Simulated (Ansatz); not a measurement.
# ZnS under strain: S-33 NMR of the central transition

Cell: a structure deposited in the COD, relaxed with PBE at fixed cell and then changed (z compressed by 2 %, ions relaxed).

```cif
data_structure
_symmetry_space_group_name_H-M 'P 1'
_symmetry_Int_Tables_number 1
_cell_length_a 15.4730
_cell_length_b 15.4730
_cell_length_c 15.4730
_cell_angle_alpha 14.219
_cell_angle_beta 14.219
_cell_angle_gamma 14.219
_cell_volume 194.55
loop_
_atom_site_label
_atom_site_type_symbol
_atom_site_fract_x
_atom_site_fract_y
_atom_site_fract_z
_atom_site_occupancy
Zn1 Zn 0.99980 0.99980 0.99980 1
Zn2 Zn 0.73305 0.73305 0.73305 1
Zn3 Zn 0.46631 0.46631 0.46631 1
Zn4 Zn 0.86637 0.86637 0.86637 1
Zn5 Zn 0.59975 0.59975 0.59975 1
S6 S 0.05038 0.05038 0.05038 1
S7 S 0.78353 0.78353 0.78353 1
S8 S 0.51690 0.51690 0.51690 1
S9 S 0.91694 0.91694 0.91694 1
S10 S 0.65032 0.65032 0.65032 1
```

Atoms are numbered from 1 in the order listed; like atoms form one site, named after its first atom.

The numbers come from a DFT calculation in Ansatz (PBE, plane waves and PAW, scalar-relativistic, 420 eV cutoff, Γ-centred 13×13×13 k-points, Fermi–Dirac smearing 0.02 eV).

S-33 has I = 3/2 and Q = -69.40 mb (Pyykkö 2018); at 21.1 T its Larmor frequency is ν₀ = 69.0 MHz. Only the quadrupole interaction is simulated: positions count from each site's isotropic chemical shift, and J coupling is left out, as are shift anisotropy and dipolar coupling, which fast spinning averages.

**Question.** What does the S-33 spectrum (fast magic-angle spinning) show for each site?

**Answer.** 

| site | first shell | C_Q (MHz) | η | P_Q (MHz) | δ_QIS (ppm) | breadth (kHz) |
| --- | --- | --- | --- | --- | --- | --- |
| S6 | 4 Zn at 2.32–2.33 Å | 1.03 | 0.00 | 1.03 | -5.57 | 0.824 |
| S7 | 4 Zn at 2.32–2.33 Å | 1.25 | 0.00 | 1.25 | -8.20 | 1.21 |
| S8 | 4 Zn at 2.32–2.33 Å | 0.877 | 0.00 | 0.877 | -4.04 | 0.597 |
| S9 | 4 Zn at 2.32–2.33 Å | 0.871 | 0.00 | 0.871 | -3.98 | 0.589 |
| S10 | 4 Zn at 2.32–2.33 Å | 0.862 | 0.00 | 0.862 | -3.89 | 0.576 |

δ_QIS = −(ν_Q²/30ν₀²)[I(I+1) − 3/4](1 + η²/3) × 10⁶ ppm with ν_Q = 3|C_Q|/[2I(2I−1)]; it falls as 1/B₀² in ppm, and the breadth as 1/B₀ in kHz.

An axis of threefold or higher order runs through S6, S7, S8, S9 and S10, so V_zz lies along it and η is zero.

The relaxation (4 steps) took 2 min of wall time (7.7 min of CPU time) and 2.3 GiB at its peak, on 4 threads of Intel Xeon Platinum 8375C CPU @ 2.90GHz (Ice Lake) (x86_64; 16 cores open to the job, memory cap 8.0 GiB, no GPU), a shared host with a load of 0.6 a core.
